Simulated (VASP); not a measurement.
Lu:

```
CELL_PARAMETERS angstrom
3.50310 0.00000 0.00000
-1.75155 3.03377 0.00000
0.00000 0.00000 5.55090
ATOMIC_POSITIONS crystal
Lu 0.66667 0.33333 0.75000
Lu 0.33333 0.66667 0.25000
```

| Property | Result |
| --- | --- |
| Program | VASP 6.6.1 |
| Task | single point |
| Functional | PBE |
| Potentials or basis | VASP PAW PBE potentials, release 64 (Lu_3), 4f in core |
| Cutoff | 900 eV |
| k mesh | 21 × 21 × 12 |
| Occupations | gaussian, width 0.05 eV |
| Spin | no spin polarisation |

On this cell: pressure -0.1 GPa; largest force under 0.003 eV/Å; band gap on the k mesh none (metal or under the smearing width).

The same run follows on a disturbed copy (grid = ENCUT=900 k=21x21x12 ISMEAR=0 SIGMA=0.05 PREC=Accurate EDIFF=1e-08 LREAL=False ADDGRID=False LASPH=True; atoms moved at random, drawn with an rms of 0.1 Å):

```
Lu
1.0
     3.50310    0.00000    0.00000
    -1.75155    3.03377    0.00000
     0.00000    0.00000    5.55090
Lu
2
Direct
  0.64839 0.29779 0.75168
  0.34144 0.66689 0.24574
```

Problem. What changes?

Solution. The energy (extrapolated to zero smearing) moves by +5.6 meV/atom; pressure -0.1 GPa; largest force 0.219 eV/Å; band gap on the k mesh none (metal or under the smearing width).

Forces in eV/Å, atoms in the order of the input:
```
Lu   0.036  0.163 -0.141
Lu  -0.036 -0.163  0.141
```

Stress tensor (GPa, compression positive):
```
-0.07 -0.09 -0.01
-0.09  0.58 -0.06
-0.01 -0.06 -0.79
```
